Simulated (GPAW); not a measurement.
MgB2:

```
CELL_PARAMETERS angstrom
3.08500 0.00000 0.00000
-1.54250 2.67169 0.00000
0.00000 0.00000 3.52300
ATOMIC_POSITIONS crystal
Mg 0.00000 0.00000 0.00000
B 0.66667 0.33333 0.50000
B 0.33333 0.66667 0.50000
```

| Property | Result |
| --- | --- |
| Program | GPAW 26.7.0 |
| Task | relaxation of cell and atoms |
| Functional | PBEsol |
| Dispersion | D3 |
| Potentials or basis | PAW data sets generated in the run's folder for this functional |
| Cutoff | 800 eV |
| Basis | pw |
| k mesh | 7 × 7 × 6 |
| Occupations | fermi-dirac, width 0.05 eV |
| Spin | no spin polarisation |

At the start: pressure -6.2 GPa; volume 9.68 Å³/atom.

Problem. How do energy, volume and symmetry change on relaxing?

Solution. Over 7 steps the energy falls by 7.6 meV/atom and the volume is 9.29 Å³/atom (-4.0 %); space group P6/mmm (No. 191, to 0.05 Å).

Step by step:
```
step  energy change (eV)  largest force (eV/Å)  pressure (GPa)  volume (Å³)
   1              0.0000                0.0000           -6.23        29.04
   2             -0.0057                0.0000           -5.47        28.88
   3             -0.0225                0.0000            0.10        27.86
   4             -0.0226                0.0000           -0.10        27.89
   5             -0.0227                0.0000           -0.26        27.91
   6             -0.0228                0.0000           -0.29        27.90
   7             -0.0228                0.0000           -0.15        27.87
```

Final structure:
```xyz
3
Lattice="3.0431 0.0000 0.0000 -1.5215 2.6354 0.0000 0.0000 0.0000 3.4746" Properties=species:S:1:pos:R:3 pbc="T T T"
Mg    0.0000    0.0000    0.0000
B     1.5215    0.8785    1.7373
B     0.0000    1.7569    1.7373
```

Caveat: later steps reuse the first step's grids; pairwise dispersion overbinds metals, which lowers pressure and volume.
